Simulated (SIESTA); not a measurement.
## SrO under changes of volume

One of the cells (17.239 Å³/atom); the others are scaled copies at fixed shape and fractional positions:

```xyz
2
Lattice="0.0000 2.5833 2.5833 2.5833 0.0000 2.5833 2.5833 2.5833 0.0000" Properties=species:S:1:pos:R:3 pbc="T T T"
Sr    2.5833    2.5833    2.5833
O     0.0000    0.0000    0.0000
```

```yaml
Program: SIESTA 5.4.2
Functional: PBEsol
Potentials_or_basis: PseudoDojo 0.4 standard (PBEsol files)
Basis: DZP (energy shift 0.003 Ry; two zetas on semicore shells; d shell added on Sr)
Grid_cutoff: 800 Ry
Energy_shift: 0.003 Ry
k_mesh: 9 × 9 × 9
Occupations: fermi-dirac, width 0.05 eV
Spin: no spin polarisation
```

```csv
volume (Å³/atom),energy over the lowest point (meV/atom),pressure (GPa),gap on the mesh (eV)
15.887,19.27,7.1,3.15
16.225,7.14,4.5,3.17
16.563,0.27,2.1,3.19
17.239,0.00,-1.9,3.21
17.577,5.87,-3.6,3.22
17.915,?,?,?
```

What does the run at 17.915 Å³/atom give?

Energy over the lowest point 15.10 meV/atom; pressure -5.1 GPa; gap on the mesh 3.23 eV.

Worked out: A Birch-Murnaghan fit of order 3 (a polynomial in V^(-2/3)) to the other rows has its minimum at 16.90 Å³/atom with B0 = V·E''(V) = 100 GPa and B' = 4.0. It gives 15.20 meV/atom at 17.915 Å³/atom, against the run's 15.10, and -dE/dV = -5.2 GPa, against -5.1. A straight line through the other rows of the gap, of slope 0.675 eV per unit of ln V, extrapolates to 3.24 eV, against the run's 3.23.

Energies are extrapolated to zero smearing.

Caveats: an odd mesh through Γ misses points on the zone boundary, where band edges often lie; the basis of atomic orbitals isn't converged, which shifts pressures, moduli and gaps. Spin-orbit coupling on Sr is left out.
